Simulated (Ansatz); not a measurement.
Hf under changes of volume

One of the cells (22.380 Å³/atom); the others are scaled copies at fixed shape and fractional positions:

```
Hf
1.0
     3.19670    0.00000    0.00000
    -1.59835    2.76842    0.00000
     0.00000    0.00000    5.05780
Hf
2
Direct
  0.66667 0.33333 0.75000
  0.33333 0.66667 0.25000
```

```yaml
Program: Ansatz 0.2.0
Functional: r2SCAN
Potentials_or_basis: Ansatz PAW
Cutoff: "500 eV (not typed: the program's choice for these potentials)"
k_mesh: 10 × 10 × 5
Occupations: fermi-dirac, width 0.05 eV
Spin: no spin polarisation
```

| volume (Å³/atom) | energy over the lowest point (meV/atom) | pressure (GPa) |
| --- | --- | --- |
| 21.037 | ? | ? |
| 21.485 | 10.55 | 4.4 |
| 21.933 | 1.96 | 2.0 |
| 22.380 | 0.00 | -0.3 |
| 22.828 | 3.92 | -2.3 |
| 23.276 | 13.12 | -4.2 |
| 23.723 | 27.20 | -5.9 |

Problem. What does the run at 21.037 Å³/atom give?

Solution. Energy over the lowest point 26.47 meV/atom; pressure 7.1 GPa.

Worked out: A Birch-Murnaghan fit of order 3 (a polynomial in V^(-2/3)) to the other rows has its minimum at 22.30 Å³/atom with B0 = V·E''(V) = 107 GPa and B' = 4.1 at fixed shape and positions, which overstates the stiffness. It gives 26.38 meV/atom at 21.037 Å³/atom, against the run's 26.47, and -dE/dV = 7.1 GPa, against 7.1.

Energies are extrapolated to zero smearing.

Caveats: the PAW data sets come from PBE, with cores solved anew for the run's functional, which leaves a small shift of forces and pressure.
